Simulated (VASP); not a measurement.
BP:

```
CELL_PARAMETERS angstrom
0.00000 2.26055 2.26055
2.26055 0.00000 2.26055
2.26055 2.26055 0.00000
ATOMIC_POSITIONS crystal
B 0.00000 0.00000 0.00000
P 0.25000 0.25000 0.25000
```

Base run:

```yaml
Program: VASP 6.6.1
Functional: r2SCAN
Potentials_or_basis: VASP PAW PBE potentials, release 64 (B, P)
Cutoff: 520 eV
k_mesh: 10 × 10 × 10
Occupations: gaussian, width 0.03 eV
Spin: no spin polarisation
```

Its results: band gap on the k mesh 1.43 eV, indirect (least direct gap 3.66 eV).

Q: The run is repeated on the same cell with these changes: functional from r2SCAN to TB-mBJ. What comes out?

A: Band gap on the k mesh 2.07 eV, indirect (least direct gap 4.28 eV).
